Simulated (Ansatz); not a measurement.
## How NiO answers to pressure

```yaml
crystal:
  lattice:
    - [0.00000, 2.24071, 2.24071]
    - [2.24071, 0.00000, 2.24071]
    - [2.24071, 2.24071, 0.00000]
  atoms:
    - { symbol: Ni, position: [0.00000, 0.00000, 0.00000] }
    - { symbol: O, position: [0.25000, 0.25000, 0.25000] }
```

The structure comes from a relaxation in the same program, started in the zincblende type, and has space group F-43m. Whether it is a known phase or the ground state wasn't checked.

Semilocal functionals without U often leave such compounds metallic or with too small a gap, and the real magnetic order may differ.

The magnetic state is the one reached from the start moments; no search over orders was made, so it needn't be the ground state.

Method: DFT, PBE, all-electron LAPW, scalar-relativistic in Ansatz 0.2.0.

The runs use a Γ-centred 14×14×14 k mesh, Fermi–Dirac smearing of 0.03 eV, basis error target 0.25 meV/atom, spin-polarised from start moments Ni1 1.5 μB.

The cell is scaled evenly with fractional coordinates held.

```tsv
V/V(cell)	P (GPa)	cell moment (μB)
0.9500	8.31	1.857
0.9750	3.97	1.910
1.0000	0.15	1.952
1.0250	-3.27	1.978
```

(1) From the rows at 0.9750 and 1.0250, what is the bulk modulus at the cell's volume?

(2) How does the moment scale with volume?

(3) Predict the row at V/V(cell) = 1.0500. How far is a linear estimate of P off?

Answers

(1) B = −ΔP/Δln V = −[(-3.27) − (3.97)]/0.05001 = 144.8 GPa.

(2) dln M/dln V = ln(1.978/1.910)/0.05001 = 0.7: expansion raises it.

(3) P = -6.30 GPa, moment 1.992 μB. The linear estimate P(cell) − B ln(V/V(cell)) = -6.91 GPa misses by 0.61 GPa, since the modulus falls on expansion.
